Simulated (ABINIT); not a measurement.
Here is an ABINIT 10.8.3 (patched build) calculation.

run.abi

```
# Datasets: one volume each
ndtset 7
getwfk -1
scalecart1 3*0.9795861087
scalecart2 3*0.9864848297
scalecart3 3*0.9932883884
scalecart4 3*1.0000000000
scalecart5 3*1.0066227096
scalecart6 3*1.0131594038
scalecart7 3*1.0196128224

# Pseudopotentials
pp_dirpath "./"
pseudos "Ti.GGA_PBE-JTH.xml"

# Structure
acell 3*1.0
rprim
    -3.1010405705     3.1010405705     3.1010405705
     3.1010405705    -3.1010405705     3.1010405705
     3.1010405705     3.1010405705    -3.1010405705
ntypat 1
znucl 22
natom 1
typat 1
xred
     0.0000000000     0.0000000000     0.0000000000

# Plane-wave basis
ecut 489.804952 eV
pawecutdg 36.0

# k points
kptopt 1
ngkpt 11 11 11
nshiftk 1
shiftk 0.0 0.0 0.0

# Exchange and correlation
ixc -497498
usekden 1
pawxcdev 0

# Bands and occupations
nband 10
occopt 3
tsmear 0.00183747

# SCF cycle
nstep 100
tolvrs 1.0e-7

# Output
iomode 3
prtwf 1
prtden 0
prteig 0
prtebands 0
```

Potentials or basis: JTH PAW PBE v2.0.

Command:

```console
$ abinit run.abi > log 2>&1
```

Problem. Estimate the equilibrium volume.

Solution. 17.31 Å³/atom (rough: see the caveat).

Problem. Predict the bulk modulus.

Solution. 134 GPa (rough).

Energy against volume, from the lowest point:
```
volume (Å³/atom)  energy (meV/atom)
          16.616              13.10
          16.969               3.28
          17.323               0.00
          17.676               2.11
          18.030              11.16
          18.383              23.02
          18.737              37.72
```

Caveat: pressures at fixed basis lie under the slope of the energies; the fit is doubtful: noisy points or a state that changes with volume; the PAW data sets were made with another functional, which shifts forces and pressure a little.
